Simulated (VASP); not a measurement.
## Lu: single point with RPBE

The system is Lu.

```
Lu
1.0
    -1.95411    1.95411    1.95411
     1.95411   -1.95411    1.95411
     1.95411    1.95411   -1.95411
Lu
1
Direct
  0.00000 0.00000 0.00000
```

This isn't the form of Lu at room conditions, which is hcp.

* Program: VASP 6.6.1
* Task: single point
* Functional: RPBE
* Potentials or basis: VASP PAW PBE potentials, release 64 (Lu)
* Cutoff: 520 eV
* k mesh: 10 × 10 × 10
* Occupations: gaussian, width 0.02 eV
* Spin: no spin polarisation
* Further INCAR settings: ALGO = Normal; EDIFF = 1.00e-06

The pressure is 1.8 GPa and the band gap on the k mesh is none (metal or under the smearing width).

Levels at points of the mesh, in eV from the Fermi level:
```tsv
k point	band 8	band 9	band 10	band 11	band 12	band 13	band 14	band 15	band 16
(0.00, 0.00, 0.00)	-5.21	-5.12	-5.12	-5.12	-5.11	2.15	2.15	2.15	4.31
(0.50, 0.00, 0.00)	-5.14	-5.13	-5.13	-5.11	-2.48	0.37	0.43	4.08	5.04
(0.50, 0.50, 0.50)	-5.17	-5.12	-5.12	-5.12	-1.46	-1.46	5.56	5.56	5.56
```

Wall time 28 s on 1 thread of Intel(R) Xeon(R) Platinum 8488C (Sapphire Rapids), with other jobs on the host, peak memory 0.17 GiB.

Caveat: the PAW data sets were made with another functional, which shifts forces and pressure a little. Spin-orbit coupling is left out, which matters for the levels of Lu.
